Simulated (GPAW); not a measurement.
# AlN (P6_3mc) in GPAW: a series of runs, part 2 of 2

GPAW 26.7.0. The steps go on from the part before.

### 3 Electron localisation function, LDA

run.py reads:

```python
from ase import Atoms
from ase.dft.bandgap import bandgap
from ase.io import write
from ase.units import Bohr, GPa
from gpaw import GPAW, PW
from gpaw.elf import elf_from_dft_calculation

atoms = Atoms(['Al', 'Al', 'N', 'N'],
              cell=[[3.113, 0.0, 0.0],
                    [-1.5565, 2.695937082, 0.0],
                    [0.0, 0.0, 4.981]],
              scaled_positions=[[0.6666666667, 0.3333333333, 0.5],
                                [0.3333333333, 0.6666666667, 0.0],
                                [0.6666666667, 0.3333333333, 0.88],
                                [0.3333333333, 0.6666666667, 0.38]],
              pbc=True)

calc = GPAW(mode=PW(800),
            xc='LDA',
            kpts={'size': (10, 10, 6), 'gamma': True},
            occupations={'name': 'fermi-dirac', 'width': 0.05},
            nbands=18,
            convergence={'density': 1e-05, 'energy': 1e-05},
            maxiter=150,
            txt='gpaw.txt')
atoms.calc = calc
energy = atoms.get_potential_energy()
forces = atoms.get_forces()
stress = atoms.get_stress()
calc.write('gs.gpw')
write('result.traj', atoms)
print(f'Energy: {energy:.6f} eV')
print('Forces (eV/A):')
print(forces.round(4))
print('Stress (GPa):', (stress / GPa).round(3))
print('Fermi level:', round(calc.get_fermi_level(), 4), 'eV')
print(f'Gap: {bandgap(calc)[0]:.4f} eV, direct: {bandgap(calc, direct=True)[0]:.4f} eV')

# fields on the real-space grid
write('density.cube', atoms, data=calc.get_pseudo_density() * Bohr**3)
write('potential.cube', atoms, data=calc.get_electrostatic_potential())
write('elf.cube', atoms, data=elf_from_dft_calculation(calc).data)
```

Potentials or basis: the program's PAW data sets (release 1.2.1) made for this functional, pw.

Run with:

```sh
> OMP_NUM_THREADS=1 python run.py
```

gpaw.txt:

```text
__  _  _
 | _ |_)|_||  |
 |__||  | ||/\| - 26.7.0

Input parameters:
  mode=PW(ecut=800.0),
  convergence={'density': 1e-05, 'energy': 1e-05},
  kpts=MonkhorstPack(size=(10, 10, 6), gamma=True),
  maxiter=150,
  nbands=18,
  occupations=Occupations(name='fermi-dirac', width=0.05),
  xc=XC(name='LDA')

Diagonalizing LCAO Hamiltonian
Converting LCAO to pw mode

           N

           Al
        N

        Al

Atoms  # Å, Bohr magnetons
|   | symbol |         x |        y |        z |    initial magnetic moments |
|---|--------|-----------|----------|----------|-----------------------------|
| 0 |     Al |  1.556500 | 0.898646 | 2.490500 | ( 0.0000,  0.0000,  0.0000) |
| 1 |     Al | -0.000000 | 1.797291 | 0.000000 | ( 0.0000,  0.0000,  0.0000) |
| 2 |      N |  1.556500 | 0.898646 | 4.383280 | ( 0.0000,  0.0000,  0.0000) |
| 3 |      N | -0.000000 | 1.797291 | 1.892780 | ( 0.0000,  0.0000,  0.0000) |

Unit cell  # Å
| periodic |         x |        y |        z |  lengths |     angles |
[... 163 lines left out ...]
Energy contributions:
  Kinetic:          34.760305
  Coulomb:         -30.262470
  Zero:              0.156897
  External:          0.000000
  Xc:              -37.515300
  Entropy:          -0.000000
  Spinorbit:         0.000000
  ----------------------------
  Free energy:     -32.860569
  Extrapolated:    -32.860569

dipole moment: (-0.000001, -0.000001, -6.870926)  # |e|*Ang

Fermi level: 6.782
Eigenvalues  # (at kpt = [0.000, 0.000, 0.000])
| band index |      eig [eV] | occ [0-2] |
|------------|---------------|-----------|
|          0 |        -9.165 |     2.000 |
|          1 |        -6.941 |     2.000 |
|          2 |        -0.189 |     2.000 |
|          3 |         5.003 |     2.000 |
|          4 |         5.003 |     2.000 |
|          5 |         5.662 |     2.000 |
[... 8 lines left out ...]
|         14 |        18.812 |     0.000 |
|         15 |        18.812 |     0.000 |
|        ... |               |           |
|         17 |        20.535 |     0.000 |

Gap: 4.278 eV
Transition (v -> c):
  (s=0, k=0, n=7, [0.00, 0.00, 0.00]) -> (s=0, k=0, n=8, [0.00, 0.00, 0.00])
No difference between direct/indirect transitions

Forces  # eV/Ang
|        x |       y |        z |
|----------|---------|----------|
|  0.00000 | 0.00000 | -0.11970 |  # Al   0
| -0.00000 | 0.00000 | -0.11968 |  # Al   1
| -0.00000 | 0.00000 |  0.11973 |  # N    2
|  0.00000 | 0.00000 |  0.11968 |  # N    3

Stress tensor  # eV/Ang^3
|        x |         y |         z |
|----------|-----------|-----------|
| 0.028076 | -0.000000 |  0.000000 |
| 0.000000 |  0.028076 | -0.000000 |
| 0.000000 | -0.000000 |  0.017430 |

# Writing to gs.gpw (mode='')
```

It took 28 s on 1 thread of Intel Xeon 6975P-C (Granite Rapids), shared host; peak memory 0.22 GiB.

Results:

```yaml
Free_energy: -32.8606 eV
Pressure: -3.9 GPa
Largest_force: 0.120 eV/Å
Band_gap_on_the_k_mesh: 4.28 eV, direct
```

Forces on the atoms (eV/Å):
```
Al   0.000  0.000 -0.120
Al   0.000  0.000 -0.120
N    0.000  0.000  0.120
N    0.000  0.000  0.120
```

Stress tensor (GPa, compression positive):
```
-4.50  0.00  0.00
 0.00 -4.50  0.00
 0.00  0.00 -2.79
```

### 4 Single point, HSE06

run.py reads:

```python
from ase import Atoms
from ase.dft.bandgap import bandgap
from ase.io import write
from ase.parallel import parprint
from gpaw import GPAW, PW

atoms = Atoms(['Al', 'Al', 'N', 'N'],
              cell=[[3.113, 0.0, 0.0],
                    [-1.5565, 2.695937082, 0.0],
                    [0.0, 0.0, 4.981]],
              scaled_positions=[[0.6666666667, 0.3333333333, 0.5],
                                [0.3333333333, 0.6666666667, 0.0],
                                [0.6666666667, 0.3333333333, 0.88],
                                [0.3333333333, 0.6666666667, 0.38]],
              pbc=True)

calc = GPAW(mode=PW(600),
            xc='HSE06',
            kpts={'size': (6, 6, 4), 'gamma': True},
            occupations={'name': 'fermi-dirac', 'width': 0.05},
            nbands=15,
            convergence={'density': 1e-05, 'energy': 1e-05},
            maxiter=60,
            txt='gpaw.txt')
atoms.calc = calc
energy = atoms.get_potential_energy()
forces = atoms.get_forces()
calc.write('gs.gpw')
write('result.traj', atoms)
parprint(f'Energy: {energy:.6f} eV')
parprint('Forces (eV/A):')
parprint(forces.round(4))
parprint('Fermi level:', round(calc.get_fermi_level(), 4), 'eV')
parprint(f'Gap: {bandgap(calc)[0]:.4f} eV, direct: {bandgap(calc, direct=True)[0]:.4f} eV')
```

Potentials or basis: GPAW PAW data sets (gpaw-data 1.2.1), pw.

Run with:

```sh
> OMP_NUM_THREADS=1 mpirun -n 4 gpaw python run.py
```

Run time: 24 min. Hardware: 4 MPI ranks of AMD EPYC 9R45 (Zen 5), shared host; peak memory 0.26 GiB.

Results (log left out):

* Free energy: -41.8533 eV
* Largest force: 0.131 eV/Å
* Band gap on the k mesh: 5.61 eV, direct

Forces in eV/Å, atoms in the order of the input:
```
Al   0.000  0.000 -0.130
Al   0.000  0.000 -0.130
N    0.000  0.000  0.131
N    0.000  0.000  0.131
```

Levels at points of the mesh, in eV from the valence-band top:
```csv
k point,band 6,band 7,band 8,band 9,band 10,band 11
"(0.00, 0.00, 0.00)",-0.20,-0.20,0.00,5.61,8.15,12.50
"(0.00, 0.00, 0.50)",-0.57,-0.57,-0.57,7.97,7.97,12.06
"(0.50, 0.50, 0.00)",-2.26,-1.87,-0.73,7.20,7.21,9.76
"(0.50, 0.50, 0.50)",-1.57,-1.47,-1.47,6.70,6.70,10.83
```

Caveat: exact exchange converges slowly with the k mesh, and this mesh is small; the PAW data sets were made with another functional, which shifts forces and pressure a little.

### 5 Relaxation of cell and atoms, LDA

run.py reads:

```python
from ase.filters import FrechetCellFilter
from ase.io import read, write
from ase.optimize import BFGS
from gpaw import GPAW, PW

atoms = read('AlN.xyz')

calc = GPAW(mode=PW(800),
            xc='LDA',
            kpts={'size': (7, 7, 5), 'gamma': True},
            occupations={'name': 'fermi-dirac', 'width': 0.05},
            nbands=18,
            convergence={'density': 1e-05, 'forces': 0.0001},
            maxiter=150,
            txt='gpaw.txt')
atoms.calc = calc
opt = BFGS(FrechetCellFilter(atoms), trajectory='relax.traj', logfile='-')
done = opt.run(fmax=0.02, steps=60)
calc.write('gs.gpw')
write('result.traj', atoms)
print('Converged:', done)
print('Cell:', atoms.cell.cellpar().round(4))
print('Volume:', round(atoms.get_volume(), 4))
print(atoms.get_scaled_positions().round(5))
```

AlN.xyz reads:

```xyz
4
Lattice="3.1130000000 0.0000000000 0.0000000000 -1.5565000000 2.6959370820 0.0000000000 0.0000000000 0.0000000000 4.9810000000" Properties=species:S:1:pos:R:3 pbc="T T T"
Al     1.5565000002      0.8986456939      2.4905000000
Al    -0.0000000002      1.7972913881      0.0000000000
N      1.5565000002      0.8986456939      4.3832800000
N     -0.0000000002      1.7972913881      1.8927800000
```

Potentials or basis: the program's PAW data sets (release 1.2.1) made for this functional, pw.

Run with:

```sh
> OMP_NUM_THREADS=1 python run.py
```

Wall time 80 s (1 thread of Arm Neoverse V2, shared host); peak memory 0.26 GiB.

Results (log left out):

```yaml
Free_energy: -32.8676 eV
Relaxed_volume: 10.25 Å³/atom
Relaxed_cell: a = 3.092 Å, b = 3.092 Å, c = 4.952 Å, α = 90.00°, β = 90.00°, γ = 120.00°
Space_group_after_relaxing_to_0.05_Å: P6_3mc (No. 186)
Energy_gained_by_relaxing: 1.8 meV/atom
Ionic_steps: 5
Pressure_after_relaxing: 0.0 GPa
Band_gap_on_the_k_mesh: 4.43 eV, direct
```

Stress tensor (GPa, compression positive):
```
 0.08  0.00  0.00
 0.00  0.08  0.00
 0.00  0.00 -0.09
```

Step by step:
| step | energy change (eV) | largest force (eV/Å) | pressure (GPa) | volume (Å³) |
| --- | --- | --- | --- | --- |
| 1 | 0.0000 | 0.1200 | -3.93 | 41.80 |
| 2 | -0.0028 | 0.0718 | -3.40 | 41.69 |
| 3 | -0.0070 | 0.0826 | -0.85 | 41.17 |
| 4 | -0.0073 | 0.0632 | -0.50 | 41.11 |
| 5 | -0.0073 | 0.0008 | 0.03 | 41.01 |

Final structure:
```
Al N
1.0
     3.09206    0.00000    0.00000
    -1.54603    2.67780    0.00000
     0.00000    0.00000    4.95236
Al N
2 2
Direct
  0.66667 0.33333 0.49911
  0.33333 0.66667 0.99911
  0.66667 0.33333 0.88089
  0.33333 0.66667 0.38089
```

Levels at points of the mesh, in eV from the valence-band top:
| k point | band 5 | band 6 | band 7 | band 8 | band 9 | band 10 | band 11 | band 12 |
| --- | --- | --- | --- | --- | --- | --- | --- | --- |
| (0.00, 0.00, 0.00) | -0.88 | -0.22 | -0.22 | 0.00 | 4.43 | 6.73 | 10.65 | 11.10 |

Caveat: later steps reuse the first step's grids. LDA usually gives volumes a few per cent too small.

### 6 Summary

| task | level | potentials or basis | cell | k mesh | cutoff (eV) | smearing | maxiter | ranks | optimizer | fmax | max steps | gap on the mesh (eV) | pressure (GPa) | largest force (eV/Å) |
| --- | --- | --- | --- | --- | --- | --- | --- | --- | --- | --- | --- | --- | --- | --- |
| single point | PBEsol | PAW data sets generated in the run's folder for this functional, pw | as given | 10 × 10 × 6 | 800 | gaussian 0.1 eV | 150 | - | - | - | - | 4.16 | 1.1 | 0.13 |
| electron localisation function | LDA | the program's PAW data sets (release 1.2.1) made for this functional, pw | as given | 10 × 10 × 6 | 800 | fermi-dirac 0.05 eV | 150 | - | - | - | - | 4.28 | -3.9 | 0.12 |
| single point | HSE06 | GPAW PAW data sets (gpaw-data 1.2.1), pw | as given | 6 × 6 × 4 | 600 | fermi-dirac 0.05 eV | 60 | 4 | - | - | - | 5.61 | - | 0.13 |
| relaxation of cell and atoms | LDA | the program's PAW data sets (release 1.2.1) made for this functional, pw | relaxed | 7 × 7 × 5 | 800 | fermi-dirac 0.05 eV | 150 | - | BFGS | 0.02 eV/Å | 60 | 4.43 | 0.0 | - |

Alike in all rows: no spin polarisation.

Caveats: exact exchange converges slowly with the k mesh, and this mesh is small (some runs); the PAW data sets were made with another functional, which shifts forces and pressure a little (some runs); later steps reuse the first step's grids (some runs).

Total energies depend on the potentials used, so only differences within one code and one set of settings carry meaning.

### 7 How close it comes

Step 2. A measured gap of AlN is 6.034 eV (an exciton energy, a little under the gap; 10 K; quoted in “Self-assembly of well-separated AlN nanowires directly on sputtered metallic TiN films”, 2019, arxiv:1910.07391); the calculated 4.16 eV misses it by -1.88 eV. 2 values of this kind are on record (6.034 to 6.0343 eV); this one was drawn at random. The value is that of PBEsol on a finite k mesh, which can miss the band edges, without temperature or zero-point motion. Semilocal functionals fall short of measured gaps as a rule.

Step 3. A measured gap of AlN is 6.034 eV (an exciton energy, a little under the gap; 10 K; quoted in “Self-assembly of well-separated AlN nanowires directly on sputtered metallic TiN films”, 2019, arxiv:1910.07391); the calculated 4.28 eV misses it by -1.76 eV. 2 values of this kind are on record (6.034 to 6.0343 eV); this one was drawn at random. The value is that of LDA on a finite k mesh, which can miss the band edges, without temperature or zero-point motion. Semilocal functionals fall short of measured gaps as a rule.

Step 4. A measured gap of AlN is 6.034 eV (an exciton energy, a little under the gap; 10 K; quoted in “Self-assembly of well-separated AlN nanowires directly on sputtered metallic TiN films”, 2019, arxiv:1910.07391); the calculated 5.61 eV misses it by -0.43 eV. 2 values of this kind are on record (6.034 to 6.0343 eV); this one was drawn at random. The value is that of HSE06, without temperature or zero-point motion.
